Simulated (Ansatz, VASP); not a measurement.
## Two plane-wave programs on Ga

Contents of INCAR:

```
PREC     = Accurate       # precision mode
ENCUT    = 520            # plane-wave cutoff, eV
EDIFF    = 1E-6           # SCF threshold, eV
ISMEAR   = -1             # smearing method
SIGMA    = 0.1            # smearing width, eV
LREAL    = F              # projectors in reciprocal space
LASPH    = T              # aspherical terms in the spheres
NELM     = 60             # most SCF steps
ALGO     = Normal         # electronic algorithm
ISIF     = 2              # what is computed and relaxed
LWAVE    = F              # write WAVECAR
LCHARG   = F              # write CHGCAR
GGA      = B5             # functional
ALDAX    = 1.0          
AGGAX    = 1.0          
AGGAC    = 1.0          
ALDAC    = 0.0          
NBANDS   = 26             # bands
```

File KPOINTS:

```
Automatic mesh
0
Gamma
  9 9 11
```

File POSCAR:

```
Ga
1.0
    4.7868976105      0.0000000000      0.0000000000
   -2.3934488053      4.1455749360      0.0000000000
    0.0000000000      0.0000000000      3.2314667654
Ga
3
Direct
    1.0000000000      1.0000000000      0.0000000000
    0.3333333333      0.6666666667      0.5000000000
    0.6666666667      0.3333333333      0.5000000000
```

Input for Ansatz:

```yaml
crystal:
  lattice:
    - [4.7868976105, 0.0, 0.0]
    - [-2.3934488053, 4.145574936, 0.0]
    - [0.0, 0.0, 3.2314667654]
  atoms:
    - { symbol: Ga, position: [1.0, 1.0, 0.0] }
    - { symbol: Ga, position: [0.3333333333, 0.6666666667, 0.5] }
    - { symbol: Ga, position: [0.6666666667, 0.3333333333, 0.5] }
hamiltonian:
  xc: blyp
  pseudopotentials:
    kind: paw
    azcp:
      Ga: "pseudopotentials/Ga.paw.azcp"
basis:
  ecutwfc: 420
  fft_grid_basis: typed
kpoints:
  mp_grid: { grid: [9, 9, 11], shift: [0, 0, 0] }
magnetization:
  spin_polarized: false
scf:
  occupations: { method: fermi_dirac, width: 0.1 }
  lower_state_search: "off"
output:
  stress: true
```

Alike in both runs: task single point; functional BLYP; k mesh 9 × 9 × 11; occupations fermi-dirac, width 0.1 eV; no spin polarisation.

|  | VASP | Ansatz |
| --- | --- | --- |
| version | VASP 6.6.1 | Ansatz 0.2.0 |
| potentials or method | VASP PAW PBE potentials, release 64 (Ga_d) | plane waves (420 eV) with PAW, scalar-relativistic |
| plane-wave cutoff (eV) | 520 | 420 |
| valence electrons in the cell | 39 | 39 |

|  | VASP | Ansatz | Ansatz less VASP |
| --- | --- | --- | --- |
| pressure (GPa) | 1.6 | 1.4 | -0.23 |
| largest component of the traceless stress (GPa) | 0.51 | 0.50 | -0.009 |

With one functional, cell and mesh, what is left measures potentials, basis and numerics.

Caveats: the PAW data sets were made with another functional, which shifts forces and pressure a little (VASP).
